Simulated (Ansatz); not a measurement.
Steps from a short run of molecular dynamics on a 2×2×2 supercell (16 atoms) of ZnS (rocksalt), relaxed with r2SCAN; forces from r2SCAN in the plane-wave code Ansatz, 2×2×2 mesh, Fermi-Dirac smearing of 0.039 eV, a Nosé-Hoover thermostat at fixed volume, set at 450 K. Computed, non-magnetic; the trajectory is short and the cell small, so nothing here is a converged average. The structure comes from a prototype and may be hypothetical.

Cell vectors in Å:
```
0.0000 5.0620 5.0620
5.0620 0.0000 5.0620
5.0620 5.0620 0.0000
```

**Question.** At 60 fs the positions in Å are
```
Zn   0.069  -0.087   0.066
S    2.664   2.515   2.430
Zn   2.572   2.546   0.021
S    5.095   5.499   2.567
Zn   2.531  -0.045   2.767
S    4.719   2.622   4.919
Zn   5.083   2.335   2.471
S    7.670   4.982   5.150
Zn  -0.004   2.594   2.342
S    2.627   5.299   4.989
Zn   2.503   4.839   2.439
S    5.306   7.647   5.262
Zn   2.439   2.729   5.031
S    5.193   4.867   7.763
Zn   4.959   4.964   4.988
S    7.417   7.827   7.668
```
What are the forces, and how far does the free energy (smearing included) lie above that of step 0, with the atoms on their sites?

**Answer.** 17.5 meV an atom; forces in eV/Å:
```
Zn  -0.112   0.131   0.333
S    0.093  -0.646   0.041
Zn   0.093   0.327  -0.445
S   -0.091  -1.242  -0.211
Zn  -0.347   0.611  -0.397
S    0.701  -0.114   0.215
Zn   0.010   0.027   0.408
S   -0.362  -0.022   0.203
Zn  -0.292   0.625  -0.100
S   -0.353  -0.269  -0.189
Zn   0.480   0.679   0.569
S   -0.813  -0.278  -0.506
Zn   0.503  -0.173   0.154
S   -0.375   0.329  -0.259
Zn   0.380   0.363  -0.226
S    0.484  -0.349   0.410
```
